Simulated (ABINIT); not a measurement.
Crystal: Sn.

```xyz
1
Lattice="-1.7265 1.7755 2.3383 1.7265 -1.7755 2.3383 1.7265 1.7755 -2.3383" Properties=species:S:1:pos:R:3 pbc="T T T"
Sn    0.0000    0.0000    0.0000
```

This isn't the form of Sn at room conditions, which is tetragonal (white tin).

```yaml
Program: ABINIT 10.8.3 (patched build)
Task: relaxation of cell and atoms
Functional: LDA
Potentials_or_basis: JTH PAW LDA v2.0
Cutoff: 599 eV
k_mesh: 11 × 11 × 11
Occupations: fermi-dirac, width 0.05 eV
Spin: no spin polarisation
```

At the start: pressure -4.7 GPa; volume 28.67 Å³/atom.

Question: Where does the relaxation end?

Answer: Over 14 steps the energy falls by 47.4 meV/atom and the volume is 25.96 Å³/atom (-9.5 %); space group I4/mmm (No. 139, to 0.05 Å).

Step by step:
| step | energy change (eV) | largest force (eV/Å) | pressure (GPa) | volume (Å³) |
| --- | --- | --- | --- | --- |
| 1 | 0.0000 | 0.0000 | -4.75 | 28.67 |
| 2 | -0.0118 | 0.0000 | -4.21 | 28.26 |
| 3 | -0.0448 | 0.0000 | 1.19 | 25.46 |
| 4 | -0.0465 | 0.0000 | -0.06 | 25.97 |
| 5 | -0.0466 | 0.0000 | 0.04 | 25.93 |
| 6 | -0.0470 | 0.0000 | 0.25 | 25.84 |
| 7 | -0.0472 | 0.0000 | 0.21 | 25.86 |
| 8 | -0.0473 | 0.0000 | 0.07 | 25.92 |
| 9 | -0.0473 | 0.0000 | 0.00 | 25.95 |
| 10 | -0.0473 | 0.0000 | -0.03 | 25.96 |
| 11 | -0.0473 | 0.0000 | -0.07 | 25.98 |
| 12 | -0.0473 | 0.0000 | -0.08 | 25.99 |
| 13 | -0.0474 | 0.0000 | -0.06 | 25.98 |
| 14 | -0.0474 | 0.0000 | -0.02 | 25.96 |

Final structure:
```
Sn
1.0
    -1.68391    1.68420    2.28844
     1.68391   -1.68420    2.28844
     1.68391    1.68420   -2.28844
Sn
1
Direct
  0.00000 0.00000 0.00000
```
